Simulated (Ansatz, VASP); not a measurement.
One calculation of Pd, two programs

File INCAR:

```
SYSTEM = Pd
  PREC = Accurate
  ENCUT = 520
  EDIFF = 1E-6
  ISMEAR = -1
  SIGMA = 0.1
  LREAL = .False.
  LASPH = .True.
  NELM = 80
  ALGO = Normal
  ISIF = 2
  LWAVE = .False.
  LCHARG = .False.
  GGA = PE
  NBANDS = 17
```

The input KPOINTS:

```
Automatic mesh
0
Gamma
  11 11 11
  0 0 0
```

POSCAR

```
Pd
1.0
    0.0000000000      3.0172934117      3.0172934117
    3.0172934117      0.0000000000      3.0172934117
    3.0172934117      3.0172934117      0.0000000000
Pd
2
Direct
    0.1250000000      0.1250000000      0.1250000000
    0.8750000000      0.8750000000      0.8750000000
```

Input for Ansatz:

```yaml
crystal:
  lattice:
    - [0.0, 3.0172934117, 3.0172934117]
    - [3.0172934117, 0.0, 3.0172934117]
    - [3.0172934117, 3.0172934117, 0.0]
  atoms:
    - { symbol: Pd, position: [0.125, 0.125, 0.125] }
    - { symbol: Pd, position: [0.875, 0.875, 0.875] }
hamiltonian:
  xc: pbe
  pseudopotentials:
    kind: paw
    azcp:
      Pd: "pseudopotentials/Pd.paw.azcp"
basis:
  ecutwfc: 420
  fft_grid_basis: typed
kpoints:
  mp_grid: { grid: [11, 11, 11], shift: [0, 0, 0] }
magnetization:
  spin_polarized: false
scf:
  occupations: { method: fermi_dirac, width: 0.1 }
  lower_state_search: "off"
output:
  stress: true
```

Alike in both runs: task single point; functional PBE; k mesh 11 × 11 × 11; occupations fermi-dirac, width 0.1 eV; no spin polarisation.

|  | VASP | Ansatz |
| --- | --- | --- |
| version | VASP 6.6.1 | Ansatz 0.2.0 |
| potentials or method | VASP PAW PBE potentials, release 64 (Pd) | plane waves (420 eV) with PAW, scalar-relativistic |
| plane-wave cutoff (eV) | 520 | 420 |
| valence electrons in the cell | 20 | 36 |

Ansatz gave:

```
pressure (GPa) : -5.5
```

Task: What did VASP give for the same quantities?

Result: Pressure (GPa): -5.6.

With one functional, cell and mesh, what is left measures potentials, basis and numerics. The two sets of potentials don't hold the same shells in valence.
